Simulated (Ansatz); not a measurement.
## Sb under strains and displacements

These are results of DFT PBEsol, scalar-relativistic, plane waves, PAW in Ansatz, not measurements.

Plane waves to 420 eV, a k mesh through Γ of 12×12×12 on the computed 1-atom cell and Gaussian smearing (0.10 eV); no spin polarisation.

Reference cell:

```xyz
1
Lattice="3.1600 0.0000 0.0000 0.0000 3.1600 0.0000 0.0000 0.0000 3.1600" Properties=species:S:1:pos:R:3 pbc="T T T"
Sb    0.0000    0.0000    0.0000
```

Each variant moves atoms of this cell by the vectors given, if any (Å), and then applies a symmetric strain (tensor components, Cartesian axes). The reference cell isn't relaxed at this level. Energies are per atom at zero smearing, counted from the lowest variant. Pressure is positive in compression.

1. strain (xx yy zz yz xz xy, %) 1.03 2.51 4.77 1.86 0.84 -1.63
2. strain (xx yy zz yz xz xy, %) -1.32 -1.32 -1.32 -2.00 2.00 2.00
3. strain (xx yy zz yz xz xy, %) 7.41 -1.59 -1.59 0.00 0.00 0.00

```
result  ΔE (meV/atom) P (GPa)
     A          131.5    -7.21
     B            0.0    -2.93
     C           95.6    -5.55
```

Problem. Which variant gave which result?

Solution. A is 1, B is 2, C is 3. The pressure falls as the cell grows: from the smallest volume to the largest the variants are 2, 3, 1.